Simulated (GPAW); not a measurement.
# GaN (F-43m) in GPAW: settings compared, part 2 of 2

GPAW 26.7.0. The steps go on from the part before.

## Step 4: Dielectric tensor, PBE

The input, run.py:

```python
import numpy as np
from ase.dft.bandgap import bandgap
from ase.io import read, write
from gpaw import GPAW, PW
from gpaw.response.df import DielectricFunction

atoms = read('POSCAR')

calc = GPAW(mode=PW(600),
            xc='PBE',
            kpts={'size': (8, 8, 8), 'gamma': True},
            occupations={'name': 'fermi-dirac', 'width': 0.001},
            nbands=11,
            convergence={'density': 1e-06},
            maxiter=150,
            txt='gpaw.txt')
atoms.calc = calc
energy = atoms.get_potential_energy()
calc.write('gs.gpw')
write('result.traj', atoms)
print(f'Energy: {energy:.6f} eV')
print('Fermi level:', round(calc.get_fermi_level(), 4), 'eV')
print(f'Gap: {bandgap(calc)[0]:.4f} eV, direct: {bandgap(calc, direct=True)[0]:.4f} eV')

for size in [(26, 26, 26)]:
    name = 'x'.join(str(n) for n in size)
    dense = calc.fixed_density(kpts={'size': size, 'gamma': True},
                               nbands=30, convergence={'bands': 24, 'eigenstates': 1e-7},
                               update_fermi_level=True, txt=f'dense-{name}.txt')
    dense.write(f'{name}.gpw', mode='all')
    df = DielectricFunction(f'{name}.gpw', frequencies=np.array([0.0]), hilbert=False, eta=0.001,
                            ecut=80, nbands=24, intraband=False, txt=f'df-{name}.txt')
    for xc in ['RPA']:
        for direction in ['x', 'y', 'z', [0, 1, 1], [1, 0, 1], [1, 1, 0]]:
            e0, e = df.get_macroscopic_dielectric_constant(xc=xc, direction=direction)
            print(f'{name} {xc} {direction}: {e0:.4f} without, {e:.4f} with local fields')
```

The input, POSCAR:

```
GaN
1.0
    0.0000000000      2.2535006075      2.2535006075
    2.2535006075      0.0000000000      2.2535006075
    2.2535006075      2.2535006075      0.0000000000
Ga N
1 1
Direct
    0.0000000000      0.0000000000      0.0000000000
    0.2500000000      0.2500000000      0.2500000000
```

Potentials or basis: GPAW PAW data sets (gpaw-data 1.2.1), pw.

Started as:

```sh
$ OMP_NUM_THREADS=1 python run.py
```

gpaw.txt:

```text
__  _  _
 | _ |_)|_||  |
 |__||  | ||/\| - 26.7.0

Input parameters:
  mode=PW(ecut=600.0),
  convergence={'density': 1e-06},
  kpts=MonkhorstPack(size=(8, 8, 8), gamma=True),
  maxiter=150,
  nbands=11,
  occupations=Occupations(name='fermi-dirac', width=0.001),
  xc=XC(name='PBE')

Diagonalizing LCAO Hamiltonian
Converting LCAO to pw mode

           N
       Ga

Atoms  # Å, Bohr magnetons
|   | symbol |        x |        y |        z |    initial magnetic moments |
|---|--------|----------|----------|----------|-----------------------------|
| 0 |     Ga | 0.000000 | 0.000000 | 0.000000 | ( 0.0000,  0.0000,  0.0000) |
| 1 |      N | 1.126750 | 1.126750 | 1.126750 | ( 0.0000,  0.0000,  0.0000) |

Unit cell  # Å
| periodic |        x |        y |        z |  lengths |    angles |
|----------|----------|----------|----------|----------|-----------|
|      yes | 0.000000 | 2.253501 | 2.253501 | 3.186931 | 60.000000 |
|      yes | 2.253501 | 0.000000 | 2.253501 | 3.186931 | 60.000000 |
|      yes | 2.253501 | 2.253501 | 0.000000 | 3.186931 | 60.000000 |

Number of symmetries: 24
Symmetry operations  # r_c * U_cc + t_c -> r_c
|    | kind |            matrix            |
|----|------|------------------------------|
|  0 |  E   |  1, 0, 0,  0, 1, 0,  0, 0, 1 |
|  1 |  σ   |  1, 0, 0,  0, 0, 1,  0, 1, 0 |
|  2 |  σ   |  1, 0,-1,  0, 1,-1,  0, 0,-1 |
|  3 |  C3  |  1, 0,-1,  0, 0,-1,  0, 1,-1 |
|  4 |  C3  |  1,-1, 0,  0,-1, 1,  0,-1, 0 |
|  5 |  σ   |  1,-1, 0,  0,-1, 0,  0,-1, 1 |
|  6 |  σ   |  0, 1, 0,  1, 0, 0,  0, 0, 1 |
|  7 |  C3  |  0, 1, 0,  0, 0, 1,  1, 0, 0 |
|  8 |  C2  |  0, 1,-1,  1, 0,-1,  0, 0,-1 |
|  9 |  S4  |  0, 1,-1,  0, 0,-1,  1, 0,-1 |
| 10 |  C3  |  0, 0, 1,  1, 0, 0,  0, 1, 0 |
| 11 |  σ   |  0, 0, 1,  0, 1, 0,  1, 0, 0 |
| 12 |  S4  |  0, 0,-1,  1, 0,-1,  0, 1,-1 |
| 13 |  C3  |  0, 0,-1,  0, 1,-1,  1, 0,-1 |
| 14 |  S4  |  0,-1, 1,  1,-1, 0,  0,-1, 0 |
| 15 |  C2  |  0,-1, 1,  0,-1, 0,  1,-1, 0 |
| 16 |  C3  |  0,-1, 0,  1,-1, 0,  0,-1, 1 |
| 17 |  S4  |  0,-1, 0,  0,-1, 1,  1,-1, 0 |
| 18 |  S4  | -1, 1, 0, -1, 0, 1, -1, 0, 0 |
| 19 |  C3  | -1, 1, 0, -1, 0, 0, -1, 0, 1 |
| 20 |  C3  | -1, 0, 1, -1, 1, 0, -1, 0, 0 |
| 21 |  S4  | -1, 0, 1, -1, 0, 0, -1, 1, 0 |
| 22 |  σ   | -1, 0, 0, -1, 1, 0, -1, 0, 1 |
| 23 |  C2  | -1, 0, 0, -1, 0, 1, -1, 1, 0 |

BZ-sampling:
  Number of BZ points: 512
  Number of IBZ points: 29

  Monkhorst-Pack size: [8, 8, 8]
  Monkhorst-Pack shift: [0.0625, 0.0625, 0.0625]

K-points  # in reciprocal-cell coordinates
|     |                                coordinates |     weight |
|-----|--------------------------------------------|------------|
|   0 | (  0.00000000,   0.00000000,   0.00000000) | 0.00195312 |
|   1 | (  0.12500000,   0.12500000,   0.00000000) | 0.01171875 |
|   2 | (  0.12500000,   0.12500000,   0.12500000) | 0.01562500 |
|   3 | (  0.25000000,   0.12500000,   0.12500000) | 0.02343750 |
|   4 | (  0.25000000,   0.25000000,   0.00000000) | 0.01171875 |
|   5 | (  0.25000000,   0.25000000,   0.12500000) | 0.04687500 |
|   6 | (  0.25000000,   0.25000000,   0.25000000) | 0.01562500 |
|   7 | (  0.37500000,   0.25000000,  -0.37500000) | 0.04687500 |
|   8 | (  0.37500000,   0.25000000,   0.12500000) | 0.04687500 |
|   9 | (  0.37500000,   0.25000000,   0.25000000) | 0.04687500 |
| ... |                                            |            |
|  28 | (  0.50000000,   0.50000000,   0.50000000) | 0.00781250 |

Plane wave coefficients: 778
Cutoff: 600.0 eV

Spin-components: 1 (collinear spins)
Bands:           11
Projectors:      10
Spin-degeneracy: 2
Datatype:        complex128

Parallelization:
  kpt:    1
  domain: 1
  band:   1

Density:
  Valence electrons: 8.0
  Components: 1
  Grid points: [20 20 20]
  Charge: 0.0  # |e|

Potential:
  Grid points: [20 20 20]

species:
  Ga:
    name:    Gallium
    Z:       31.0
    valence: 3
    core:    28
    charge:  0.0  # [|e|]
    compensation charges:
      type: gauss
      rc: 0.37  # [Å]
      lmax: 2
    cutoffs:
      filter: 2.06  # [Å]
      core: 4.17  # [Å]
    projectors
    | kind |    occ | energy [eV] | rcut [Å] |
    |------|--------|-------------|----------|
    |   4s |  2.000 |      -8.945 |    1.164 |
    |   4p |  1.000 |      -2.580 |    1.164 |
    |    s |        |      18.266 |    1.164 |
    |    p |        |      24.631 |    1.164 |
    |    d |        |       0.000 |    1.164 |

    Using partial waves for Ga as LCAO basis

  N:
    name:    Nitrogen
    Z:       7.0
    valence: 5
    core:    2
    charge:  0.0  # [|e|]
    compensation charges:
      type: gauss
      rc: 0.18  # [Å]
      lmax: 2
    cutoffs:
      filter: 1.11  # [Å]
      core: 0.96  # [Å]
    projectors
    | kind |    occ | energy [eV] | rcut [Å] |
    |------|--------|-------------|----------|
    |   2s |  2.000 |     -18.583 |    0.603 |
    |   2p |  3.000 |      -7.089 |    0.529 |
    |    s |        |       8.629 |    0.603 |
    |    p |        |      20.123 |    0.529 |
    |    d |        |       0.000 |    0.577 |

    Using partial waves for N as LCAO basis

Reference energy: -54366.393033  # eV

eigensolver:
  PPCG
  Converge bands: occupied
  niter=2

density mixing:
  MSR1-Mixer
  Pratt-step length: 0.05
  Maximum mixing coefficient: 0.75
  Old densities: 10
  SVD Regularization: 0.005
  Good broyden scale: 1.0
  Trust region scale: 1.0
  Backstep threshold: 4.0
  History deletion threshold: 6.0
  Fourier metric: weight=20.0, sigma=0.015

occupation numbers:
  Fermi-Dirac:
    width: 0.0010  # eV

poisson solver:
  ecut: 4800.0  # eV

xc functional:
  name: PBE with 2 nearest neighbor stencil

convergence criteria:
- Maximum integral of absolute [dens]ity change: 1e-06 electrons / valence electron
- Maximum [total energy] change in last 3 cyles: 0.0005 eV / valence electron
- Maximum integral of absolute [eigenst]ate change: 4e-08 eV^2 / valence electron
maximum number of iterations: 150

SCF iterations
|iter     | |      energy | eigst |  dens |
|---------|-|-------------|-------|-------|
|iter:   1| |  -13.683373 | -0.32 |       |
|iter:   2| |  -13.206661 | -2.06 | -0.57 |
|iter:   3| |  -11.920659 | -0.70 | -0.62 |
|iter:   4| |  -11.919030 | -3.24 | -1.30 |
|iter:   5| |  -11.919787c| -3.52 | -1.57 |
|iter:   6| |  -11.919814c| -5.55 | -2.84 |
|iter:   7| |  -11.919827c| -6.23 | -3.17 |
|iter:   8| |  -11.919827c| -8.37c| -4.37 |
|iter:   9| |  -11.919827c| -8.04c| -4.86 |
|iter:  10| |  -11.919827c| -9.44c| -5.93 |
|iter:  11| |  -11.919827c|-10.31c| -6.62c|

Converged in 11 steps
Energy contributions relative to reference atoms: (reference = -54366.393033)

Energy contributions:
  Kinetic:          32.995382
  Coulomb:         -28.725280
  Zero:              0.056271
  External:          0.000000
  Xc:              -16.246200
  Entropy:          -0.000000
  Spinorbit:         0.000000
  ----------------------------
  Free energy:     -11.919827
  Extrapolated:    -11.919827

dipole moment: (-12.570949, -12.570949, -12.570949)  # |e|*Ang

Fermi level: 6.608
Eigenvalues  # (at kpt = [0.000, 0.000, 0.000])
| band index |      eig [eV] | occ [0-2] |
|------------|---------------|-----------|
|          0 |        -9.481 |     2.000 |
|          1 |         6.408 |     2.000 |
|          2 |         6.408 |     2.000 |
|          3 |         6.408 |     2.000 |
|          4 |         8.212 |     0.000 |
|          5 |        16.801 |     0.000 |
|          6 |        16.801 |     0.000 |
|          7 |        16.801 |     0.000 |
|          8 |        24.093 |     0.000 |
|          9 |        24.823 |     0.000 |
|         10 |        24.826 |     0.000 |

Gap: 1.804 eV
Transition (v -> c):
  (s=0, k=0, n=3, [0.00, 0.00, 0.00]) -> (s=0, k=0, n=4, [0.00, 0.00, 0.00])
No difference between direct/indirect transitions
# Writing to gs.gpw (mode='')
```

Run time: 4.8 min. Hardware: 1 thread of Intel Xeon at 2.50GHz (Skylake/Cascade Lake), shared host; peak memory 0.56 GiB.

What came out:

```yaml
Free_energy: -11.9198 eV
Band_gap_on_the_k_mesh: 1.80 eV, direct
Electronic_dielectric_tensor_diagonal: 5.60
```

Electronic dielectric tensor:
```
5.60 0.00 0.00
0.00 5.60 0.00
0.00 0.00 5.60
```

Caveat: the long-wavelength limit can be off by a per cent or two.

## Step 5: Overview

| level | potentials or basis | gap on the mesh (eV) |
| --- | --- | --- |
| RPBE | the program's PAW data sets (release 1.2.1) made for this functional, pw | 1.83 |
| PBEsol | PAW data sets generated in the run's folder for this functional, pw | 1.76 |
| PBE | GPAW PAW data sets (gpaw-data 1.2.1), pw | 1.80 |

Alike in all rows: task dielectric tensor; no spin polarisation; cell as given; k mesh 8 × 8 × 8; cutoff (eV) 600; smearing fermi-dirac 0.001 eV.

Caveats: the long-wavelength limit can be off by a per cent or two.

Absolute energies hang on the potentials; compare differences alone.

## Step 6: Against experiment

Step 2. A measured gap of GaN is 3.299 eV (direct; 0 K; a printed reference work, textbook); the calculated 1.83 eV misses it by -1.47 eV. Spin-orbit coupling on Ga is left out. The value is that of RPBE on a finite k mesh, which can miss the band edges, without temperature or zero-point motion. Semilocal functionals fall short of measured gaps as a rule. The cell is a database's relaxed one, not the measured one, which moves gaps too.

Step 3. Against the measured gap of GaN, 3.299 eV (direct; 0 K; a printed reference work, textbook), the calculated 1.76 eV is off by -1.54 eV. Spin-orbit coupling on Ga is left out. The value is that of PBEsol on a finite k mesh, which can miss the band edges, without temperature or zero-point motion. Semilocal functionals fall short of measured gaps as a rule. The cell is a database's relaxed one, not the measured one, which moves gaps too.

Step 4. A measured gap of GaN is 3.299 eV (direct; 0 K; a printed reference work, textbook); the calculated 1.80 eV misses it by -1.50 eV. Spin-orbit coupling on Ga is left out. The value is that of PBE on a finite k mesh, which can miss the band edges, without temperature or zero-point motion. Semilocal functionals fall short of measured gaps as a rule. The cell is a database's relaxed one, not the measured one, which moves gaps too.
